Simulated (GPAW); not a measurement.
**Quasiparticle gap of CdS (P6_3mc) in GPAW**

Wanted: ground state, empty states, screening and self-energy for CdS (P6_3mc).

Calculated with GPAW 26.7.0; PBE and many-body steps on it, plane waves.

**Experimental background.**

- Gap 2.44 eV: direct optical gap from Tauc plot of (alpha h nu)^2; UV-Vis diffuse reflectance, Tauc plot; powder (hydrothermally grown snowflake-like CdS powder, without cocatalyst) (“Electric double layer-mediated polarization field for optimizing photogenerated carrier dynamics and thermodynamics”, 2023, pmc:10275871).

- Gap 2.5963 ± 0.0002 eV: B gap, Gamma7c-Gamma7v, natural isotopic composition; exciton reflectance; bulk crystal (natural CdS) (quoted in “Isotope dependence of band-gap energy”, 2008, arxiv:0807.2152).

- Gap 2.5809 ± 0.0002 eV: A gap, Gamma7c-Gamma9v, natural isotopic composition; exciton reflectance; bulk crystal (natural CdS) (quoted in “Isotope dependence of band-gap energy”, 2008, arxiv:0807.2152).

## 1. The starting structure

Symmetry: P6_3mc, No. 186, hexagonal system. Conventional cell: a = 4.137 Å, b = 4.137 Å, c = 6.714 Å, α = 90.00°, β = 90.00°, γ = 120.00°. Nearest to Cd lie 4 S at 2.52 to 2.53 Å. S has 4 Cd at 2.52 to 2.53 Å nearest. Farther neighbours and most contacts between anions are not listed.

The cell and positions come from the Crystallography Open Database and are kept as given unless a step says otherwise.

## 2. Ground state

This step: GPAW 26.7.0; DFT, PBE, plane waves, PAW.

The ground-state density comes first.

The input, run.py:

```python
import json
import numpy as np
from gpaw.mpi import world
from ase import Atoms
from gpaw import GPAW, PW, FermiDirac

atoms = Atoms(['Cd', 'Cd', 'S', 'S'],
    cell=[[4.1370000000, 0.0000000000, 0.0000000000],
      [-2.0685000000, 3.5827470955, 0.0000000000],
      [0.0000000000, 0.0000000000, 6.7144000000]],
    scaled_positions=[[0.6666666667, 0.3333333333, 0.0000000000],
      [0.3333333333, 0.6666666667, 0.5000000000],
      [0.6666666667, 0.3333333333, 0.3750000000],
      [0.3333333333, 0.6666666667, 0.8750000000]],
    pbc=(True, True, True))
calc = GPAW(mode=PW(450),
    xc='PBE',
    kpts={'size': (6, 6, 4), 'gamma': True},
    occupations=FermiDirac(0.001),
    nbands=-8,
    convergence={'density': 1e-6, 'bands': -3},
    maxiter=100,
    txt='gs.txt')
atoms.calc = calc
res = {'energy': atoms.get_potential_energy()}
kpts = calc.get_ibz_k_points()
res['kpts'] = kpts
res['eigenvalues'] = [calc.get_eigenvalues(kpt=k) for k in range(len(kpts))]
res['n_electrons'] = calc.get_number_of_electrons()
calc.write('gs.gpw')

if world.rank == 0:
    with open('result.json', 'w') as f:
        json.dump(res, f, default=lambda x: x.tolist())
```

Run with:

```bash
mpirun -n 8 gpaw python run.py
```

Numbers of over 12 decimals in the logs are rounded to 6 here.

The program printed:

```text
__  _  _
 | _ |_)|_||  |
 |__||  | ||/\| - 26.7.0

Input parameters:
  mode=PW(ecut=450.000000),
  convergence={'density': 1e-06, 'bands': -3},
  kpts=MonkhorstPack(size=(6, 6, 4), gamma=True),
  maxiter=100,
  nbands=-8,
  occupations=Occupations(name='fermi-dirac', width=0.001, fixmagmom=False),
  xc=XC(name='PBE')
  [... matrices ...]
Diagonalizing LCAO Hamiltonian
Converting LCAO to pw mode

        S

        Cd
            S

            Cd

Atoms  # Å, Bohr magnetons
|   | symbol |         x |        y |        z |    initial magnetic moments |
| 0 |     Cd |  2.068500 | 1.194249 | 0.000000 | ( 0.0000,  0.0000,  0.0000) |
| 1 |     Cd | -0.000000 | 2.388498 | 3.357200 | ( 0.0000,  0.0000,  0.0000) |
| 2 |      S |  2.068500 | 1.194249 | 2.517900 | ( 0.0000,  0.0000,  0.0000) |
| 3 |      S | -0.000000 | 2.388498 | 5.875100 | ( 0.0000,  0.0000,  0.0000) |

Unit cell  # Å
| periodic |         x |        y |        z |  lengths |     angles |
|      yes |  4.137000 | 0.000000 | 0.000000 | 4.137000 |  90.000000 |
|      yes | -2.068500 | 3.582747 | 0.000000 | 4.137000 |  90.000000 |
|      yes |  0.000000 | 0.000000 | 6.714400 | 6.714400 | 120.000000 |

Number of symmetries: 6
Symmetry operations  # r_c * U_cc + t_c -> r_c
|   | kind |            matrix            |
| 0 |  σ   |  1, 1, 0,  0,-1, 0,  0, 0, 1 |
| 1 |  E   |  1, 0, 0,  0, 1, 0,  0, 0, 1 |
| 2 |  C3  |  0, 1, 0, -1,-1, 0,  0, 0, 1 |
| 3 |  σ   |  0,-1, 0, -1, 0, 0,  0, 0, 1 |
| 4 |  σ   | -1, 0, 0,  1, 1, 0,  0, 0, 1 |
| 5 |  C3  | -1,-1, 0,  1, 0, 0,  0, 0, 1 |

BZ-sampling:
  Number of BZ points: 144
  Number of IBZ points: 24

  Monkhorst-Pack size: [6, 6, 4]
  Monkhorst-Pack shift: [0.083333, 0.083333, 0.125]

K-points  # in reciprocal-cell coordinates
|     |                                coordinates |     weight |
|   0 | (  0.00000000,   0.00000000,   0.00000000) | 0.00694444 |
|   1 | (  0.00000000,   0.00000000,   0.25000000) | 0.01388889 |
|   2 | (  0.00000000,   0.00000000,   0.50000000) | 0.00694444 |
|   3 | (  0.16666667,   0.00000000,  -0.25000000) | 0.04166667 |
|   4 | (  0.16666667,   0.00000000,   0.00000000) | 0.04166667 |
|   5 | (  0.16666667,   0.00000000,   0.25000000) | 0.04166667 |
|   6 | (  0.16666667,   0.00000000,   0.50000000) | 0.04166667 |
|   7 | (  0.33333333,  -0.16666667,   0.00000000) | 0.04166667 |
|   8 | (  0.33333333,  -0.16666667,   0.25000000) | 0.08333333 |
|   9 | (  0.33333333,  -0.16666667,   0.50000000) | 0.04166667 |
| ... |                                            |            |
|  23 | (  0.50000000,   0.50000000,   0.50000000) | 0.02083333 |

Plane wave coefficients: 2202
Cutoff: 450.000000 eV

Spin-components: 1 (collinear spins)
Bands:           26
Projectors:      22
Spin-degeneracy: 2
Datatype:        complex128

  Storage: CPU
  Wave functions: 21_615_360 bytes (2_701_920 per core)
  Projectors: 19_952_640 bytes (2_494_080 per core)
  [... matrices ...]
Parallelization:
  kpt:    8
  domain: 1
  band:   1

Density:
  Valence electrons: 36.0
  Components: 1
  Grid points: [21 21 35]
  Charge: 0.0  # |e|

Potential:
  Grid points: [21 21 35]

species:
  Cd:
    name:    Cadmium
    Z:       48.0
    valence: 12
    core:    36
    charge:  0.0  # [|e|]
    compensation charges:
      type: gauss
      rc: 0.38  # [Å]
      lmax: 2
    cutoffs:
      filter: 2.12  # [Å]
      core: 2.62  # [Å]
    projectors
    | kind |    occ | energy [eV] | rcut [Å] |
    |   5s |  2.000 |      -5.655 |    1.191 |
    |   5p |  0.000 |      -1.186 |    1.228 |
    |   4d | 10.000 |     -11.739 |    1.164 |
    |    s |        |      21.556 |    1.191 |
    |    p |        |      26.026 |    1.228 |
    |    d |        |      15.473 |    1.164 |

    Using partial waves for Cd as LCAO basis

  S:
    name:    Sulfur
    Z:       16.0
    valence: 6
    core:    10
    charge:  0.0  # [|e|]
    compensation charges:
      type: gauss
      rc: 0.24  # [Å]
      lmax: 2
    cutoffs:
      filter: 1.77  # [Å]
      core: 1.66  # [Å]
    projectors
    | kind |    occ | energy [eV] | rcut [Å] |
    |   3s |  2.000 |     -17.254 |    0.974 |
    |   3p |  4.000 |      -7.008 |    0.979 |
    |    s |        |       9.957 |    0.974 |
    |    p |        |      20.203 |    0.979 |
    |    d |        |       0.000 |    0.900 |

    Using partial waves for S as LCAO basis

Reference energy: -326061.476468  # eV

eigensolver:
  PPCG
  Converge bands: -3
  niter=2

density mixing:
  MSR1-Mixer
  Pratt-step length: 0.05
  Maximum mixing coefficient: 0.75
  Old densities: 10
  SVD Regularization: 0.005
  Good broyden scale: 1.0
  Trust region scale: 1.0
  Backstep threshold: 4.0
  History deletion threshold: 6.0
  Fourier metric: weight=20.0, sigma=0.015

occupation numbers:
  Fermi-Dirac:
    width: 0.0010  # eV

poisson solver:
  ecut: 3600.000000  # eV

xc functional:
  name: PBE with 2 nearest neighbor stencil

Initialization done in: 1.278 s

convergence criteria:
- Maximum integral of absolute [dens]ity change: 1e-06 electrons / valence electron
- Maximum [total energy] change in last 3 cyles: 0.0005 eV / valence electron
- Maximum integral of absolute [eigenst]ate change: 4e-08 eV^2 / valence electron
maximum number of iterations: 100

SCF iterations
|iter     |     time |      energy | eigst |  dens |
|iter:   1|  |  -13.603514 | +0.71 |       |
|iter:   2|  |  -13.381981 | -0.83 | -1.12 |
|iter:   3|  |  -12.594384 | -1.04 | -1.16 |
|iter:   4|  |  -12.586685 | -2.90 | -1.70 |
|iter:   5|  |  -12.585504c| -3.38 | -2.14 |
|iter:   6|  |  -12.585635c| -4.68 | -2.74 |
|iter:   7|  |  -12.585648c| -5.94 | -3.46 |
|iter:   8|  |  -12.585648c| -6.90 | -4.28 |
|iter:   9|  |  -12.585649c| -7.51c| -5.07 |
|iter:  10|  |  -12.585649c| -7.87c| -5.31 |
|iter:  11|  |  -12.585649c| -8.53c| -6.02c|

Converged in 11 steps
SCF loop duration: 5.239 s (0.476 s/step)
Energy contributions relative to reference atoms: (reference = -326061.476468)
  [... matrices ...]
Energy contributions:
  Kinetic:          38.452297
  Coulomb:         -34.646968
  Zero:              0.279452
  External:          0.000000
  Xc:              -16.670429
  Entropy:          -0.000000
  Spinorbit:         0.000000
  ----------------------------
  Free energy:     -12.585649
  Extrapolated:    -12.585649

dipole moment: (-0.000011, -0.000015, -18.884305)  # |e|*Ang

Fermi level: 3.734
Eigenvalues  # (at kpt = [0.000, 0.000, 0.000])
| band index |      eig [eV] | occ [0-2] |
|          0 |        -8.802 |     2.000 |
|        ... |               |           |
|         10 |        -3.569 |     2.000 |
|         11 |        -3.227 |     2.000 |
|         12 |        -0.837 |     2.000 |
|         13 |         2.789 |     2.000 |
|         14 |         2.789 |     2.000 |
|         15 |         3.524 |     2.000 |
|         16 |         3.568 |     2.000 |
|         17 |         3.568 |     2.000 |
|         18 |         4.768 |     0.000 |
|         19 |         6.353 |     0.000 |
|         20 |         9.991 |     0.000 |
|         21 |         9.991 |     0.000 |
|         22 |        10.321 |     0.000 |
|         23 |        11.105 |     0.000 |
|         24 |        11.105 |     0.000 |
|         25 |        11.269 |     0.000 |

Gap: 1.200 eV
Transition (v -> c):
  (s=0, k=0, n=17, [0.00, 0.00, 0.00]) -> (s=0, k=0, n=18, [0.00, 0.00, 0.00])
No difference between direct/indirect transitions
# Writing to gs.gpw (mode='')
  [... matrices ...]
```

Run time: 9.1 s. Hardware: 8 MPI ranks of Arm Neoverse V1, shared host; peak memory 1.3 GiB; 63 s of CPU time.

Numbers from this step:

* total energy: -12.59 eV
* gap: 1.200 eV
* k of the valence top: 0, 0, 0
* k of the conduction bottom: 0, 0, 0
* least direct gap: 1.200 eV

The gap is direct, at Γ.

## 3. Bands along the symmetry lines

The cheap functional maps the bands first; the places of the edges decide which points the dearer methods must see.

The input, run.py:

```python
import json
import numpy as np
from gpaw.mpi import world
from gpaw import GPAW

path = [[0.000000, 0.000000, 0.000000],
    [0.062500, 0.000000, 0.000000],
    [0.125000, 0.000000, 0.000000],
    [0.187500, 0.000000, 0.000000],
    [0.250000, 0.000000, 0.000000],
    [0.312500, 0.000000, 0.000000],
    [0.375000, 0.000000, 0.000000],
    [0.437500, 0.000000, 0.000000],
    [0.500000, 0.000000, 0.000000],
    [0.479167, 0.041667, 0.000000],
    [0.458333, 0.083333, 0.000000],
    [0.437500, 0.125000, 0.000000],
    [0.416667, 0.166667, 0.000000],
    [0.395833, 0.208333, 0.000000],
    [0.375000, 0.250000, 0.000000],
    [0.354167, 0.291667, 0.000000],
    [0.333333, 0.333333, 0.000000],
    [0.291667, 0.291667, 0.000000],
    [0.250000, 0.250000, 0.000000],
    [0.208333, 0.208333, 0.000000],
    [0.166667, 0.166667, 0.000000],
    [0.125000, 0.125000, 0.000000],
    [0.083333, 0.083333, 0.000000],
    [0.041667, 0.041667, 0.000000],
    [0.000000, 0.000000, 0.000000],
    [0.000000, 0.000000, 0.062500],
    [0.000000, 0.000000, 0.125000],
    [0.000000, 0.000000, 0.187500],
    [0.000000, 0.000000, 0.250000],
    [0.000000, 0.000000, 0.312500],
    [0.000000, 0.000000, 0.375000],
    [0.000000, 0.000000, 0.437500],
    [0.000000, 0.000000, 0.500000],
    [0.062500, 0.000000, 0.500000],
    [0.125000, 0.000000, 0.500000],
    [0.187500, 0.000000, 0.500000],
    [0.250000, 0.000000, 0.500000],
    [0.312500, 0.000000, 0.500000],
    [0.375000, 0.000000, 0.500000],
    [0.437500, 0.000000, 0.500000],
    [0.500000, 0.000000, 0.500000],
    [0.479167, 0.041667, 0.500000],
    [0.458333, 0.083333, 0.500000],
    [0.437500, 0.125000, 0.500000],
    [0.416667, 0.166667, 0.500000],
    [0.395833, 0.208333, 0.500000],
    [0.375000, 0.250000, 0.500000],
    [0.354167, 0.291667, 0.500000],
    [0.333333, 0.333333, 0.500000],
    [0.291667, 0.291667, 0.500000],
    [0.250000, 0.250000, 0.500000],
    [0.208333, 0.208333, 0.500000],
    [0.166667, 0.166667, 0.500000],
    [0.125000, 0.125000, 0.500000],
    [0.083333, 0.083333, 0.500000],
    [0.041667, 0.041667, 0.500000],
    [0.000000, 0.000000, 0.500000],
    [0.500000, 0.000000, 0.500000],
    [0.500000, 0.000000, 0.437500],
    [0.500000, 0.000000, 0.375000],
    [0.500000, 0.000000, 0.312500],
    [0.500000, 0.000000, 0.250000],
    [0.500000, 0.000000, 0.187500],
    [0.500000, 0.000000, 0.125000],
    [0.500000, 0.000000, 0.062500],
    [0.500000, 0.000000, 0.000000],
    [0.333333, 0.333333, 0.500000],
    [0.333333, 0.333333, 0.437500],
    [0.333333, 0.333333, 0.375000],
    [0.333333, 0.333333, 0.312500],
    [0.333333, 0.333333, 0.250000],
    [0.333333, 0.333333, 0.187500],
    [0.333333, 0.333333, 0.125000],
    [0.333333, 0.333333, 0.062500],
    [0.333333, 0.333333, 0.000000]]
calc = GPAW('gs.gpw').fixed_density(kpts=path,
    symmetry='off',
    nbands=28,
    convergence={'bands': 24},
    txt='bands.txt')
res = {}
kpts = calc.get_ibz_k_points()
res['kpts'] = kpts
res['eigenvalues'] = [calc.get_eigenvalues(kpt=k) for k in range(len(kpts))]
res['n_electrons'] = calc.get_number_of_electrons()

if world.rank == 0:
    with open('result.json', 'w') as f:
        json.dump(res, f, default=lambda x: x.tolist())
```

Run with:

```bash
mpirun -n 8 gpaw python run.py
```

The program printed:

```text
Diagonalizing LCAO Hamiltonian
Converting LCAO to pw mode
convergence criteria:
- Maximum integral of absolute [eigenst]ate change: 4e-08 eV^2 / valence electron
maximum number of iterations: 100

SCF iterations
|iter     |     time |      energy | eigst |  dens |
|iter:   1|  |             | +0.76 |       |
|iter:   2|  |             | -0.82 |       |
|iter:   3|  |             | -2.08 |       |
[...]
|iter:   7|  |             | -6.12 |       |
|iter:   8|  |             | -7.05 |       |
|iter:   9|  |             | -7.64c|       |
SCF steps: 9
  __  _  _
 | _ |_)|_||  |
 |__||  | ||/\| - 26.7.0

Input parameters:
  mode=PW(ecut=450.000000),
  convergence={'bands': 24},
  gpts=array([21, 21, 35]),
  kpts=KPoints(kpts=array([[0.      , 0.      , 0.      ],
         [0.0625  , 0.      , 0.      ],
         [0.125   , 0.      , 0.      ],
         [0.1875  , 0.      , 0.      ],
[...]
[0.479167, 0.041667, 0.      ],
         [0.458333, 0.083333, 0.      ],
[...]
[0.416667, 0.166667, 0.      ],
[...]
[0.5     , 0.      , 0.0625  ],
         [0.5     , 0.      , 0.      ],
[...]
[0.333333, 0.333333, 0.125   ],
         [0.333333, 0.333333, 0.0625  ],
         [0.333333, 0.333333, 0.      ]])),
  maxiter=100,
  nbands=28,
  occupations=Occupations(name='fermi-dirac', width=0.001, fixmagmom=False),
  parallel={},
  symmetry=Symmetry(point_group=False, time_reversal=False),
  xc=XC(name='PBE')
```

Elapsed: 16 s, on 8 MPI ranks; peak memory 1.5 GiB; 1.9 min of CPU time.

This step gave:

```
gap                        : 1.200 eV
k of the valence top       : 0, 0, 0
k of the conduction bottom : 0, 0, 0
least direct gap           : 1.200 eV
```

The gap is 1.200 eV, as in the run before at this level.

Electronic bands along the path, in eV, zero at the top of the highest filled band:

```csv
point,band 15,band 16,band 17,band 18,band 19,band 20,band 21,band 22
Γ,-0.78,-0.04,0.00,0.00,1.20,2.78,6.42,6.42
halfway,-1.93,-1.38,-0.51,-0.38,2.97,4.00,5.47,6.39
M,-2.67,-1.90,-1.31,-0.75,3.71,3.88,5.10,6.39
halfway,-2.72,-2.20,-1.46,-1.21,4.32,4.69,4.92,6.44
K,-3.11,-1.87,-1.87,-1.63,4.63,5.09,5.09,7.15
halfway,-2.38,-1.68,-0.67,-0.63,3.40,4.52,5.54,5.78
Γ,-0.78,-0.04,0.00,0.00,1.20,2.78,6.42,6.42
halfway,-0.67,-0.67,-0.12,-0.12,2.09,2.86,6.28,6.50
A,-0.40,-0.40,-0.40,-0.40,2.84,2.84,6.16,6.16
halfway,-1.34,-1.34,-0.91,-0.91,3.81,3.81,5.40,5.40
L,-1.35,-1.35,-1.34,-1.34,3.47,3.47,5.38,5.38
halfway,-1.97,-1.97,-1.19,-1.19,4.01,4.01,5.71,5.71
H,-2.43,-2.43,-1.14,-1.14,4.39,4.39,6.08,6.08
halfway,-1.36,-1.36,-1.20,-1.20,4.14,4.14,5.40,5.40
A,-0.40,-0.40,-0.40,-0.40,2.84,2.84,6.16,6.16
jump to L,-1.35,-1.35,-1.34,-1.34,3.47,3.47,5.38,5.38
halfway,-2.16,-1.74,-1.13,-0.93,3.32,3.90,5.57,5.63
M,-2.67,-1.90,-1.31,-0.75,3.71,3.88,5.10,6.39
jump to H,-2.43,-2.43,-1.14,-1.14,4.39,4.39,6.08,6.08
halfway,-2.92,-1.88,-1.49,-1.49,4.78,4.78,5.07,6.73
K,-3.11,-1.87,-1.87,-1.63,4.63,5.09,5.09,7.15
```

## 4. Empty states on the mesh, 3×3×2 mesh, 235 bands

The sums over transitions need many empty states on a uniform mesh; this step solves for them.

The input, run.py:

```python
import json
import numpy as np
from gpaw.mpi import world
from gpaw import GPAW

calc = GPAW('gs.gpw').fixed_density(kpts={'size': (3, 3, 2), 'gamma': True},
    parallel={'domain': 1, 'band': 1},
    txt='nscf.txt')
calc.diagonalize_full_hamiltonian(nbands=235)
calc.write('full.gpw', mode='all')
res = {}
kpts = calc.get_ibz_k_points()
res['kpts'] = kpts
res['eigenvalues'] = [calc.get_eigenvalues(kpt=k) for k in range(len(kpts))]
res['n_electrons'] = calc.get_number_of_electrons()

if world.rank == 0:
    with open('result.json', 'w') as f:
        json.dump(res, f, default=lambda x: x.tolist())
```

Run with:

```bash
mpirun -n 6 gpaw python run.py
```

The program printed:

```text
Diagonalizing LCAO Hamiltonian
Converting LCAO to pw mode
convergence criteria:
- Maximum integral of absolute [eigenst]ate change: 4e-08 eV^2 / valence electron
maximum number of iterations: 100

SCF iterations
|iter     |     time |      energy | eigst |  dens |
|iter:   1|  |             | +0.68 |       |
|iter:   2|  |             | -0.95 |       |
|iter:   3|  |             | -2.05 |       |
[...]
|iter:   9|  |             | -6.66 |       |
|iter:  10|  |             | -7.34 |       |
|iter:  11|  |             | -7.75c|       |
SCF steps: 11
  __  _  _
 | _ |_)|_||  |
 |__||  | ||/\| - 26.7.0

Input parameters:
  mode=PW(ecut=450.000000),
  convergence={'density': 1e-06, 'bands': -3},
  gpts=array([21, 21, 35]),
  kpts=MonkhorstPack(size=(3, 3, 2), gamma=True),
  maxiter=100,
  nbands=26,
  occupations=Occupations(name='fermi-dirac', width=0.001, fixmagmom=False),
  parallel={'domain': 1, 'band': 1},
  xc=XC(name='PBE')
Matrix size: 2165x2165
# Writing to full.gpw (mode='all')
  [... matrices ...]

timing:  # [seconds]
  Total: 15.093  # ━━━━━━━━━━━━━━━━━━━━━━━━━━━━━━━━━━━━━━━━━━━━━━━━━━━━━━━━━━
```

Wall time 20 s (6 MPI ranks); peak memory 2.7 GiB.

Numbers from this step:

```yaml
gap: 1.200 eV
k_of_the_valence_top: 0, 0, 0
k_of_the_conduction_bottom: 0, 0, 0
least_direct_gap: 1.200 eV
k_points_computed: 6
lowest_point_of_the_top_converged_band_above_the_valence_top: 88.7834 eV
```

On this mesh the gap is 1.200 eV.

(Continued in part 2 of 2.)

[Paths, hosts, dates, memory and timing lines, banners, echoed tables and standing remarks are left out of the program output.]

[Logs are printed without paths, hosts, clocks, repeated set-up lines and the standing remarks that a program may print on its own settings, such as how far it seeks lower states.]

[Runs of the session that timed out or met a known fault of the program may be left out.]

[Hosts, paths, dates, database ids (printed as entryN), source tags and the programs' standing remarks are cut or masked in the printed files.]
